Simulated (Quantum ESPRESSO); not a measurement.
# Sb under changes of volume

One of the cells (26.962 Å³/atom); the others are scaled copies at fixed shape and fractional positions:

```
CELL_PARAMETERS angstrom
-1.57654 1.57654 2.71194
1.57654 -1.57654 2.71194
1.57654 1.57654 -2.71194
ATOMIC_POSITIONS crystal
Sb 0.00000 0.00000 0.00000
```

This isn't the form of Sb at room conditions, which is rhombohedral.

| Item | Value |
| --- | --- |
| Program | Quantum ESPRESSO 7.5 |
| Functional | r2SCAN |
| Potentials or basis | SG15 PBE 1.2 |
| Cutoff | 952 eV |
| Density cutoff | 3810 eV |
| k mesh | 8 × 8 × 8 |
| Occupations | fermi-dirac, width 0.05 eV |
| Spin | no spin polarisation |

| volume (Å³/atom) | energy over the lowest point (meV/atom) | pressure (GPa) |
| --- | --- | --- |
| 25.344 | 19.40 | 4.3 |
| 25.883 | 7.82 | 2.6 |
| 26.423 | 1.55 | 1.1 |
| 26.962 | 0.00 | -0.2 |
| 27.501 | 2.63 | -1.4 |
| 28.040 | ? | ? |
| 28.580 | 18.66 | -3.3 |

**Question.** What does the run at 28.040 Å³/atom give?

**Answer.** Energy over the lowest point 8.99 meV/atom; pressure -2.4 GPa.

Worked out: A Birch-Murnaghan fit of order 3 (a polynomial in V^(-2/3)) to the other rows has its minimum at 26.88 Å³/atom with B0 = V·E''(V) = 63 GPa and B' = 4.9 at fixed shape and positions, which overstates the stiffness. It gives 8.98 meV/atom at 28.040 Å³/atom, against the run's 8.99, and -dE/dV = -2.4 GPa, against -2.4.

Energies are extrapolated to zero smearing.

Caveats: the potentials were made for another functional, which shifts forces and pressure.
